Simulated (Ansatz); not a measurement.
# C: the cost of one run

Method: DFT PBE, scalar-relativistic, plane waves, PAW, in Ansatz 0.2.0.

A COD entry behind a cell of this session may itself be a prediction, so a difference from it is no test against experiment.

15 further runs of the same task are left out: 15 set aside as unsound or not needed. Runs told in other sessions of the task aren't counted.

## (1) Starting point

The structure is hexagonal, space group P6_3/mmc (No. 194). The conventional cell has a = 2.521 Å, b = 2.521 Å, c = 12.429 Å, α = 90.00°, β = 90.00°, γ = 120.00°. C (site symmetry 3m) is surrounded by 4 C at 1.55 to 1.57 Å. Around C (site symmetry 3m) lie 4 C at 1.54 to 1.55 Å. C (site symmetry 3m) has 4 C at 1.55 Å in its first shell of neighbours.

Structure file:

```
C
1.0
     2.52055    0.00000    0.00000
    -1.26027    2.18286    0.00000
     0.00000    0.00000   12.42911
C
12
Direct
  0.00000 0.00000 0.18686
  0.00000 0.00000 0.68686
  0.00000 0.00000 0.31314
  0.00000 0.00000 0.81314
  0.33333 0.66667 0.52077
  0.66667 0.33333 0.02077
  0.33333 0.66667 0.97923
  0.66667 0.33333 0.47923
  0.33333 0.66667 0.64510
  0.66667 0.33333 0.14510
  0.33333 0.66667 0.85490
  0.66667 0.33333 0.35490
```

This cell was relaxed beforehand with the same method: volume 5.70 Å³/atom, gap on the mesh 4.44 eV.

## (2) What is varied

The energy is mapped over two homogeneous strains (x along [1 0 0], y along [1 2 0], z along [0 0 1] of the conventional cell).

First coordinate, equal engineering shear yz, xz and xy: 7 values from −11.0 %. Second coordinate, equal normal strain along x, y and z: 7 values from −3 to 3 %.

Nothing else is relaxed (fractional coordinates fixed). Energies count from the relaxed crystal. Points are written as (first, second).

## (3) Grid point (−7.3 %, −3 %)

File input.yaml:

```yaml
crystal:
  lattice:
    - [2.4449293754, -0.0923780017, -0.0923780017]
    - [-1.3024663839, 2.1635599504, -0.0338126954]
    - [-0.455526973, -0.455526973, 12.0562391216]
  atoms:
    - { symbol: C, position: [0.0, 0.0, 0.1868593266] }
    - { symbol: C, position: [0.0, 0.0, 0.6868593266] }
    - { symbol: C, position: [0.0, 0.0, 0.3131406734] }
    - { symbol: C, position: [0.0, 0.0, 0.8131406734] }
    - { symbol: C, position: [0.3333333333, 0.6666666667, 0.5207665411] }
    - { symbol: C, position: [0.6666666667, 0.3333333333, 0.0207665411] }
    - { symbol: C, position: [0.3333333333, 0.6666666667, 0.9792334589] }
    - { symbol: C, position: [0.6666666667, 0.3333333333, 0.4792334589] }
    - { symbol: C, position: [0.3333333333, 0.6666666667, 0.6450950823] }
    - { symbol: C, position: [0.6666666667, 0.3333333333, 0.1450950823] }
    - { symbol: C, position: [0.3333333333, 0.6666666667, 0.8549049177] }
    - { symbol: C, position: [0.6666666667, 0.3333333333, 0.3549049177] }
basis:
  ecutwfc: 520.0
kpoints:
  mp_grid: { grid: [12, 12, 2] }
hamiltonian:
  xc: pbe
  pseudopotentials: { kind: paw, azcp: { folder: soft_1 } }
scf:
  occupations: { method: gaussian, width: 0.05 }
output:
  forces: true
  stress: true
  eigenvalues: true
```

Command:

```
ansatz run input.yaml --threads 2 --pin off --max-ram 4096MiB --backend cpu --events-out ev --progress --plain --runs-dir out
```

What time and memory should one allow on 2 threads of Arm Neoverse N1, shared host?

About 26 s, with a peak of 0.56 GiB.
